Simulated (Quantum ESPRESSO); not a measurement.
MnH2O2 (Pyrochroite) under changes of volume

One of the cells (8.196 Å³/atom); the others are scaled copies at fixed shape and fractional positions:

```xyz
5
Lattice="3.2500 0.0000 0.0000 -1.6250 2.8146 0.0000 0.0000 0.0000 4.4800" Properties=species:S:1:pos:R:3 pbc="T T T"
Mn    0.0000    0.0000    0.0000
O     1.6250    0.9382    3.4675
O     0.0000    1.8764    1.0125
H     1.6250    0.9382    2.4819
H     0.0000    1.8764    1.9981
```

* Program: Quantum ESPRESSO 7.5
* Functional: PBEsol
* Potentials or basis: GBRV 1.5 PBEsol
* Cutoff: 612 eV
* Density cutoff: 4898 eV
* k mesh: 9 × 9 × 6
* Occupations: fermi-dirac, width 0.05 eV
* Spin: collinear spin, ferromagnetic start
* Starting moments: [4.0, 0.0, 0.0, 0.0, 0.0] μB

| volume (Å³/atom) | energy over the lowest point (meV/atom) | pressure (GPa) | gap on the mesh (eV) | largest force (eV/Å) |
| --- | --- | --- | --- | --- |
| 7.704 | 49.72 | 18.8 | 0.12 | 1.250 |
| 7.868 | 32.41 | 14.6 | 0.12 | 0.877 |
| 8.032 | 19.18 | 10.8 | 0.12 | 0.526 |
| 8.196 | 9.66 | 7.4 | 0.13 | 0.480 |
| 8.360 | 3.50 | 4.3 | 0.14 | 0.634 |
| 8.524 | ? | ? | ? | ? |
| 8.688 | 0.00 | -1.1 | 0.15 | 0.920 |

**Question.** What does the run at 8.524 Å³/atom give?

**Answer.** Energy over the lowest point 0.37 meV/atom; pressure 1.5 GPa; gap on the mesh 0.14 eV; largest force 0.781 eV/Å.

Worked out: A Birch-Murnaghan fit of order 3 (a polynomial in V^(-2/3)) to the other rows has its minimum at 8.63 Å³/atom with B0 = V·E''(V) = 133 GPa and B' = 4.1 at fixed shape and positions, which overstates the stiffness. It gives 0.37 meV/atom at 8.524 Å³/atom, against the run's 0.37, and -dE/dV = 1.7 GPa, against 1.5. A straight line through the other rows of the gap, of slope 0.277 eV per unit of ln V, gives 0.14 eV, against the run's 0.14.

Energies are extrapolated to zero smearing.

Caveats: an odd mesh through Γ misses points on the zone boundary, where band edges often lie; a cell with one magnetic atom can't hold antiferromagnetic order, which such compounds often take; forces of over 1 eV/Å show positions far from the minimum, so gaps and moduli don't describe the material at rest (some runs).
